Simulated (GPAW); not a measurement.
# ZnSe (Stilleite) (F-43m) in GPAW: a series of runs

One crystal, ZnSe (Stilleite), is run at these levels: optB88-vdW, PBEsol+D3(BJ); tasks: band structure, equation of state.

Everything below comes from runs of GPAW 26.7.0. Logs are shortened: lines on timing, memory, paths and dates and some standing lists are left out, and cuts for length are marked. The log counts tension as positive stress, the text compression.

**Measured values to compare with.**

“Alloy Disordering Effects on the Thermal Conductivity and Energy Gap Temperature Dependence of Cd1−xZnxSe Ternary Crystals Grown by the Bridgman Method”, 2023, pmc:10253836 reports, for a bulk crystal of ZnSe at 300 K: band gap 2.695 ± 0.003 eV (an exciton energy, a little under the gap).

How close the calculation comes is told below.

### 1 Starting point

The structure is cubic, space group F-43m (No. 216). The conventional cell has a = 5.668 Å, b = 5.668 Å, c = 5.668 Å, α = 90.00°, β = 90.00°, γ = 90.00°. Se (site symmetry -43m) is surrounded by 4 Zn at 2.45 Å. Zn (site symmetry -43m) is surrounded by 4 Se at 2.45 Å.

### 2 Band structure, optB88-vdW, spin-orbit coupling, no magnetisation

File run.py:

```python
import numpy as np
from ase.dft.bandgap import bandgap
from ase.io import read, write
from gpaw import GPAW, PW
from gpaw.spinorbit import soc_eigenstates

atoms = read('POSCAR')

calc = GPAW(mode=PW(600),
            xc={'name': 'optB88-vdW', 'backend': 'libvdwxc'},
            kpts={'size': (7, 7, 7), 'gamma': True},
            occupations={'name': 'fermi-dirac', 'width': 0.05},
            nbands=18,
            convergence={'density': 1e-05, 'energy': 1e-05},
            maxiter=150,
            legacy_gpaw=True,
            txt='gpaw.txt')
atoms.calc = calc
energy = atoms.get_potential_energy()
forces = atoms.get_forces()
calc.write('gs.gpw')
write('result.traj', atoms)
print(f'Energy: {energy:.6f} eV')
print('Forces (eV/A):')
print(forces.round(4))
print('Fermi level:', round(calc.get_fermi_level(), 4), 'eV')
print(f'Gap: {bandgap(calc)[0]:.4f} eV, direct: {bandgap(calc, direct=True)[0]:.4f} eV')

path = atoms.cell.bandpath('GXWKGLUWLK,UX', npoints=60, eps=1e-4)
bs_calc = calc.fixed_density(kpts=path, symmetry='off', nbands=29,
                             convergence={'bands': 'CBM+6.0', 'eigenstates': 1e-6}, txt='bands.txt')
bs = bs_calc.band_structure()
bs.write('bs.json')
print(f'Gap on the path: {bandgap(bs_calc)[0]:.4f} eV')

soc = soc_eigenstates(bs_calc, theta=90, phi=45)
np.savetxt('soc_bands.dat', soc.eigenvalues(), fmt='%.4f')
mesh = soc_eigenstates('gs.gpw', theta=90, phi=45)
np.savetxt('soc_mesh.dat', mesh.eigenvalues(), fmt='%.4f')
print('Fermi level with spin-orbit coupling:', round(mesh.fermi_level, 4), 'eV')
```

File POSCAR:

```
ZnSe
1.0
    0.0000000000      2.8338000000      2.8338000000
    2.8338000000      0.0000000000      2.8338000000
    2.8338000000      2.8338000000      0.0000000000
Se Zn
1 1
Direct
    0.7500000000      0.7500000000      0.7500000000
    0.0000000000      0.0000000000      0.0000000000
```

Potentials or basis: GPAW PAW data sets (gpaw-data 1.2.1), pw.

Command:

```
> OMP_NUM_THREADS=1 python run.py
```

gpaw.txt:

```text
___ ___ ___ _ _ _
 |   |   |_  | | | |
 | | | | | . | | | |
 |__ |  _|___|_____|  26.7.0
 |___|_|

Input parameters:
  convergence: {density: 1e-05,
                energy: 1e-05}
  kpts: {gamma: True,
         size: (7, 7, 7)}
  maxiter: 150
  mode: {ecut: 600.0,
         name: pw}
  nbands: 18
  occupations: {name: fermi-dirac,
                width: 0.05}
  xc: {backend: libvdwxc,
       name: optB88-vdW}

System changes: positions, numbers, cell, pbc, initial_charges, initial_magmoms

Initialize ...

species:
  Se:
    name:    Selenium
    Z:       34.0
    valence: 6
    core:    28
    charge:  0.0  # [|e|]
    compensation charges:
      type: gauss
      rc: 0.27  # [Å]
      lmax: 2
    cutoffs:
      filter: 1.77  # [Å]
      core: 2.67  # [Å]
    projectors
    | kind |    occ | energy [eV] | rcut [Å] |
    |------|--------|-------------|----------|
    |   4s |  2.000 |     -17.277 |    0.847 |
    |   4p |  4.000 |      -6.512 |    1.005 |
    |    s |        |       9.935 |    0.847 |
    |    p |        |      20.699 |    1.005 |
    |    d |        |       0.000 |    0.847 |

    Using partial waves for Se as LCAO basis

  Zn:
    name:    Zinc
    Z:       30.0
    valence: 12
    core:    18
    charge:  0.0  # [|e|]
    compensation charges:
      type: gauss
      rc: 0.37  # [Å]
      lmax: 2
    cutoffs:
      filter: 2.14  # [Å]
      core: 2.28  # [Å]
    projectors
    | kind |    occ | energy [eV] | rcut [Å] |
    |------|--------|-------------|----------|
    |   4s |  2.000 |      -5.977 |    1.286 |
    |   4p |  0.000 |      -1.117 |    1.270 |
    |   3d | 10.000 |     -10.142 |    1.180 |
    |    s |        |      21.234 |    1.286 |
    |    p |        |      26.095 |    1.270 |
    |    d |        |      17.070 |    1.180 |

    Using partial waves for Zn as LCAO basis

Reference energy: -114964.858784  # eV

Spin-paired calculation

Convergence criteria:
 Maximum [total energy] change in last 3 cyles: 1e-05 eV / valence electron
 Maximum integral of absolute [dens]ity change: 1e-05 electrons / valence electron
 Maximum integral of absolute [eigenst]ate change: 4e-08 eV^2 / valence electron
 Maximum number of scf [iter]ations: 150
 (Square brackets indicate name in SCF output, whereas a 'c' in
 the SCF output indicates the quantity has converged.)

Symmetries present (total): 24

  ( 1  0  0)  ( 1  0  0)  ( 1  0 -1)  ( 1  0 -1)  ( 1 -1  0)  ( 1 -1  0)
  ( 0  1  0)  ( 0  0  1)  ( 0  1 -1)  ( 0  0 -1)  ( 0 -1  1)  ( 0 -1  0)
  ( 0  0  1)  ( 0  1  0)  ( 0  0 -1)  ( 0  1 -1)  ( 0 -1  0)  ( 0 -1  1)

  ( 0  1  0)  ( 0  1  0)  ( 0  1 -1)  ( 0  1 -1)  ( 0  0  1)  ( 0  0  1)
  ( 1  0  0)  ( 0  0  1)  ( 1  0 -1)  ( 0  0 -1)  ( 1  0  0)  ( 0  1  0)
  ( 0  0  1)  ( 1  0  0)  ( 0  0 -1)  ( 1  0 -1)  ( 0  1  0)  ( 1  0  0)

  ( 0  0 -1)  ( 0  0 -1)  ( 0 -1  1)  ( 0 -1  1)  ( 0 -1  0)  ( 0 -1  0)
  ( 1  0 -1)  ( 0  1 -1)  ( 1 -1  0)  ( 0 -1  0)  ( 1 -1  0)  ( 0 -1  1)
  ( 0  1 -1)  ( 1  0 -1)  ( 0 -1  0)  ( 1 -1  0)  ( 0 -1  1)  ( 1 -1  0)

  (-1  1  0)  (-1  1  0)  (-1  0  1)  (-1  0  1)  (-1  0  0)  (-1  0  0)
  (-1  0  1)  (-1  0  0)  (-1  1  0)  (-1  0  0)  (-1  1  0)  (-1  0  1)
  (-1  0  0)  (-1  0  1)  (-1  0  0)  (-1  1  0)  (-1  0  1)  (-1  1  0)

343 k-points: 7 x 7 x 7 Monkhorst-Pack grid
20 k-points in the irreducible part of the Brillouin zone
       k-points in crystal coordinates                weights
   0:     0.00000000    0.00000000    0.00000000          1/343
   1:     0.14285714    0.14285714    0.00000000          6/343
   2:     0.14285714    0.14285714    0.14285714          8/343
   3:     0.28571429    0.14285714    0.14285714         12/343
   4:     0.28571429    0.28571429    0.00000000          6/343
   5:     0.28571429    0.28571429    0.14285714         24/343
   6:     0.28571429    0.28571429    0.28571429          8/343
   7:     0.42857143   -0.28571429   -0.28571429         12/343
   8:     0.42857143    0.28571429   -0.42857143         48/343
   9:     0.42857143    0.28571429   -0.28571429         24/343
          ...
  19:     0.42857143    0.42857143    0.42857143          8/343

Wave functions: Plane wave expansion
  Cutoff energy: 600.000 eV
  Number of coefficients (min, max): 1471, 1532
  Pulay-stress correction: 0.000000 eV/Ang^3 (de/decut=0.000000)
  Using FFTW library
  ScaLapack parameters: grid=1x1, blocksize=None
  Wavefunction extrapolation:
    Improved wavefunction reuse through dual PAW basis

Occupation numbers: Fermi-Dirac:
  width: 0.0500  # eV

Eigensolver
   Davidson(niter=2)

Densities:
  Coarse grid: 24*24*24 grid
  Fine grid: 48*48*48 grid
  Total Charge: 0.000000

Density mixing:
  Method: separate
  Backend: msr1
  Linear mixing parameter: 0.05
  old densities: 10
  Width of damping distribution: 1.1
  Damping of long wavelength oscillations: 20

Hamiltonian:
  XC and Coulomb potentials evaluated on a 48*48*48 grid
  Using the optB88 Exchange-Correlation functional
  External potential:
    NoExternalPotential

XC parameters: optB88 with libvdwxc
  Mode: serial
  Semilocal: GGA_X_OPTB88_VDW+LDA_C_PW with 2 nearest neighbor stencil
  Corresponding non-local functional: vdW-DF
  Local blocksize: 48 x 48 x 48
  PAW datasets: PBE

Number of atoms: 2
Number of atomic orbitals: 13
Number of bands in calculation: 18
Number of valence electrons: 18
Bands to converge: occupied

... initialized

Initializing position-dependent things.

Density initialized from atomic densities
Creating initial wave functions:
  13 bands from LCAO basis set
  5 bands from random numbers

                    Se

       Zn

Atomic positions and initial magnetic moments

Positions:
   0 Se     4.250700    4.250700    4.250700    ( 0.0000,  0.0000,  0.0000)
   1 Zn     0.000000    0.000000    0.000000    ( 0.0000,  0.0000,  0.0000)

Unit cell:
           periodic     x           y           z      points  spacing
  1. axis:    yes    0.000000    2.833800    2.833800    24     0.1363
  2. axis:    yes    2.833800    0.000000    2.833800    24     0.1363
  3. axis:    yes    2.833800    2.833800    0.000000    24     0.1363

  Lengths:   4.007598   4.007598   4.007598
  Angles:   60.000000  60.000000  60.000000

Effective grid spacing dv^(1/3) = 0.1488

iter:   1   -50.269153
iter:   2   -50.231357   -1.20  -1.20
iter:   3   -50.048097   -1.54  -1.24
iter:   4   -50.050860   -3.06  -1.84
iter:   5   -50.050460   -3.79  -2.30
iter:   6   -50.050413   -4.37  -3.25
iter:   7   -50.050399c  -5.55  -3.62
iter:   8   -50.050402c  -6.13  -3.78
iter:   9   -50.050401c  -7.23  -4.52
iter:  10   -50.050401c  -7.96c -5.05c

Converged after 10 iterations.

Dipole moment: (3.589286, 3.589286, 3.589286) |e|*Ang

Energy contributions relative to reference atoms: (reference = -114964.858784)

Kinetic:        +22.442007
Potential:      -19.602310
External:        +0.000000
XC:             -52.778755
Entropy (-ST):   -0.000000
Local:           -0.111344
SIC:             +0.000000
--------------------------
Free energy:    -50.050401
Extrapolated:   -50.050401

Non-local optB88 correlation energy: 1.313974
Semilocal GGA_X_OPTB88_VDW+LDA_C_PW energy: -111.752763
(Not including atomic contributions)
Showing only first 2 kpts
 Kpt  Band  Eigenvalues  Occupancy
  0     7      3.74689    2.00000
  0     8      3.74689    2.00000
  0     9      5.01261    0.00001
  0    10      9.61730    0.00000

  1     7      3.22194    2.00000
  1     8      3.22194    2.00000
  1     9      6.69695    0.00000
  1    10      8.69005    0.00000

Fermi level: 4.41050

Gap: 1.266 eV
Transition (v -> c):
  (s=0, k=0, n=8, [0.00, 0.00, 0.00]) -> (s=0, k=0, n=9, [0.00, 0.00, 0.00])
No difference between direct/indirect transitions

Forces in eV/Ang:
  0 Se    0.00000    0.00000   -0.00000
  1 Zn   -0.00000   -0.00000   -0.00000

Writing to gs.gpw (mode='')
```

stdout:

```text
Energy: -50.050401 eV
Forces (eV/A):
[[ 0.  0. -0.]
 [-0. -0. -0.]]
Fermi level: 4.4105 eV
Gap: 1.2657 eV, direct: 1.2657 eV
Gap on the path: 1.2657 eV
Fermi level with spin-orbit coupling: 4.4674 eV
```

bands.txt:

```text
___ ___ ___ _ _ _
 |   |   |_  | | | |
 | | | | | . | | | |
 |__ |  _|___|_____|  26.7.0
 |___|_|

Input parameters:
  convergence: {bands: CBM+6.0,
                eigenstates: 1e-06}
  gpts: [24 24 24]
  kpts: {cell: Cell([[0.0, 2.8338000000000005, 2.8338000000000005], [2.8338000000000005, 0.0, 2.8338000000000005], [2.8338000000000005, 2.8338000000000005, 0.0]]),
         kpts: [[0.      0.      0.     ]
[... 216 lines left out ...]
  0     7      3.74689    2.00000
  0     8      3.74689    2.00000
  0     9      5.01261    0.00001
  0    10      9.61730    0.00000

  1     7      3.63174    2.00000
  1     8      3.63174    2.00000
  1     9      5.55819    0.00000
  1    10      9.38279    0.00000

Fermi level: 4.41050

Gap: 1.266 eV
Transition (v -> c):
  (s=0, k=24, n=8, [0.00, 0.00, 0.00]) -> (s=0, k=24, n=9, [0.00, 0.00, 0.00])
No difference between direct/indirect transitions
```

Wall time 64 s (1 thread of Arm Neoverse V1, shared host); peak memory 0.3 GiB.

What came out:

* Free energy: -50.0504 eV
* Band gap on the k mesh: 1.13 eV, direct
* Band gap along the path: 1.13 eV, direct

Levels at the corners of the path, in eV from the valence-band top:
```
point  band 16  band 17  band 18  band 19  band 20  band 21
    Γ     0.00     0.00     0.00     1.13     1.13     5.63
    X    -2.38    -2.20    -2.20     2.85     2.85     3.33
    W    -2.82    -2.74    -2.73     5.24     5.34     5.43
    K    -3.14    -1.90    -1.89     3.45     3.46     5.41
    Γ     0.00     0.00     0.00     1.13     1.13     5.63
    L    -1.11    -0.86    -0.86     2.41     2.41     6.25
    U    -3.14    -1.90    -1.89     3.45     3.46     5.41
    W    -2.82    -2.74    -2.73     5.24     5.34     5.43
    L    -1.11    -0.86    -0.86     2.41     2.41     6.25
    K    -3.14    -1.90    -1.89     3.45     3.46     5.41
    U    -3.14    -1.90    -1.89     3.45     3.46     5.41
    X    -2.38    -2.20    -2.20     2.85     2.85     3.33
```

Caveat: spin-orbit coupling was added after a scalar SCF, so levels and gaps hold it while energy, forces, pressure and moments don't; this program's spin-orbit splittings come out too wide for heavy elements; the PAW data sets were made with another functional, which shifts forces and pressure a little.

### 3 Equation of state, PBEsol+D3(BJ)

File run.py:

```python
from ase.calculators.mixing import SumCalculator
from ase.eos import EquationOfState
from ase.io import Trajectory, read
from ase.units import GPa
from dftd3.ase import DFTD3
from gpaw import GPAW, PW, setup_paths

setup_paths.insert(0, '.')

atoms = read('ZnSe.xyz')

traj = Trajectory('eos.traj', 'w')
volumes, energies = [], []
for x in [0.94, 0.96, 0.98, 1.0, 1.02, 1.04, 1.06]:
    a = atoms.copy()
    a.set_cell(atoms.cell * x**(1 / 3), scale_atoms=True)
    calc = GPAW(mode=PW(600),
                xc='PBEsol',
                kpts={'size': (7, 7, 7), 'gamma': True},
                occupations={'name': 'fermi-dirac', 'width': 0.05},
                nbands=18,
                convergence={'density': 1e-05, 'energy': 1e-05},
                maxiter=150,
                txt=f'eos-{x:.2f}.txt')
    a.calc = SumCalculator([calc, DFTD3(method='pbesol', damping='d3bj')])
    energies.append(a.get_potential_energy())
    volumes.append(a.get_volume())
    p = -a.get_stress()[:3].mean() / GPa
    calc.write(f'eos-{x:.2f}.gpw')
    traj.write(a)
    print(f'{x:.2f} {volumes[-1]:10.4f} A^3 {energies[-1]:14.6f} eV {p:9.3f} GPa', flush=True)

v0, e0, B = EquationOfState(volumes, energies, eos='birchmurnaghan').fit()
print(f'V0 = {v0:.4f} A^3, E0 = {e0:.6f} eV, B0 = {B / GPa:.2f} GPa')
```

File ZnSe.xyz:

```xyz
2
Lattice="0.0000000000 2.8338000000 2.8338000000 2.8338000000 0.0000000000 2.8338000000 2.8338000000 2.8338000000 0.0000000000" Properties=species:S:1:pos:R:3 pbc="T T T"
Se     4.2507000000      4.2507000000      4.2507000000
Zn     0.0000000000      0.0000000000      0.0000000000
```

Potentials or basis: PAW data sets generated in the run's folder for this functional, pw.

Command:

```
> gpaw-setup -f PBEsol Se Zn
> OMP_NUM_THREADS=1 python run.py
```

Wall time 90 s (1 thread of Arm Neoverse V1, shared host); peak memory 0.22 GiB.

The run converged. Its results:

- Equilibrium volume: 21.67 Å³/atom
- Bulk modulus: 71 GPa
- Pressure derivative of the bulk modulus: 4.5

Energy against volume, from the lowest point:
```
volume (Å³/atom)  energy (meV/atom)
          21.391               0.52
          21.846               0.00
          22.301               3.52
          22.757              10.66
          23.212              20.99
          23.667              34.18
          24.122              49.92
```

### 4 Comparison with measurements

Step 2. Measured gap of ZnSe: 2.695 eV (an exciton energy, a little under the gap; 300 K; “Alloy Disordering Effects on the Thermal Conductivity and Energy Gap Temperature Dependence of Cd1−xZnxSe Ternary Crystals Grown by the Bridgman Method”, 2023, pmc:10253836). This calculation gives 1.13 eV (-1.56 eV). So large a miss can be the level of theory's own, or it may mean another phase, state or a wrong row. The value is that of optB88-vdW, without temperature or zero-point motion.
